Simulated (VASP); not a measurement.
Here is the system:

```
Li3N
1.0
    3.57255     0.00000     0.00000
   -1.78628     3.09392     0.00000
    0.00000     0.00000     3.81494
Li N
3 1
Direct
  0.00000   0.00000   0.50000
  0.33333   0.66667   0.00000
  0.66667   0.33333   0.00000
  0.00000   0.00000   0.00000
```

Method: PBE GGA, VASP's PBE PAW potentials (set 64) (plane waves; VASP). Settings: 400 eV cut-off, 6×6×5 Γ-centred mesh, Gaussian smearing of 0.010 eV, potentials Li_sv N.

At this cut-off the stress carries a Pulay error, which pulls relaxed volumes low.

Give the stress tensor in GPa (positive for a compressed cell).

```
-3.70   0.00   0.00
 0.00  -3.70   0.00
 0.00   0.00  -4.66
```
The pressure is its mean diagonal, -4.02 GPa.

The structure comes from a computed database's Li3N entry; how it stands against other phases isn't given here. The cell was not relaxed at this level.
